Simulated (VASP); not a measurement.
**MgS in VASP: relaxing the cell with several functionals**

Cell and atoms of MgS (zincblende) are relaxed with PBEsol and LDA. This is a trial cell built on a prototype, not taken from a measured structure, and it needn't be the compound's ground state.

Code: VASP 6.6.1. PAW datasets, plane waves, zero pressure. Computed, not measured; no magnetism was allowed, and the structure may never have been made.

## (1) Starting point

The cell comes from an earlier relaxation with PBE in another program.

Space group F-43m (No. 216), cubic; conventional cell a = 5.697 Å, 23.11 Å³ an atom. Around Mg lie 4 S at 2.47 Å; around S lie 4 Mg at 2.47 Å.

The structure in full:

```xyz
2
Lattice="0.0000 2.8485 2.8485 2.8485 0.0000 2.8485 2.8485 2.8485 0.0000" Properties=species:S:1:pos:R:3 pbc="T T T"
Mg    0.0000    0.0000    0.0000
S     1.4242    1.4242    1.4242
```

## (2) Relaxation with PBEsol

INCAR reads:

```
ENCUT = 600.000000
SIGMA = 0.020000
EDIFF = 1.00e-07
EDIFFG = -5.00e-03
GGA = PS
PREC = Accurate
IBRION = 2
ISIF = 3
ISMEAR = -1
NBANDS = 11
NELM = 120
NSW = 40
LASPH = .TRUE.
LCHARG = .FALSE.
LWAVE = .FALSE.
LREAL = .FALSE.
```

KPOINTS reads:

```
KPOINTS created by Atomic Simulation Environment
0
Gamma
8 8 8
0 0 0
```

POSCAR reads:

```
Mg S
 1.0000000000000000
     0.0000000000000000    2.8484709019592778    2.8484709019592778
     2.8484709019592778    0.0000000000000000    2.8484709019592778
     2.8484709019592778    2.8484709019592778    0.0000000000000000
 Mg  S
   1   1
Cartesian
  0.0000000000000000  0.0000000000000000  0.0000000000000000
  1.4242354509796389  1.4242354509796389  1.4242354509796389
```

Potentials: the recommended PBE PAW datasets, 8 valence electrons in the neutral cell.

On the command line:

```bash
$ mpirun -np 1 vasp_std
```

## (3) Relaxation with LDA

INCAR, as its differences from that of step 2:

```diff
@@ -4,3 +4,3 @@
 EDIFFG = -5.00e-03
-GGA = PS
+GGA = CA
 PREC = Accurate
```

KPOINTS is that of step 2.

POSCAR is that of step 2.

The run uses the recommended LDA PAW datasets (8 valence electrons a neutral cell).

What does the calculation give? Wanted: for each run, a; volume; space group.

The runs gave:

```
 level  a (Å)  volume (Å³/atom)  space group
PBEsol  5.650            22.541        F-43m
   LDA  5.584            21.768        F-43m
```

The PBEsol run changed the volume by -2.5 % from its own start of 23.11 Å³/atom. The volume spreads over 3.5 %, from LDA to PBEsol.
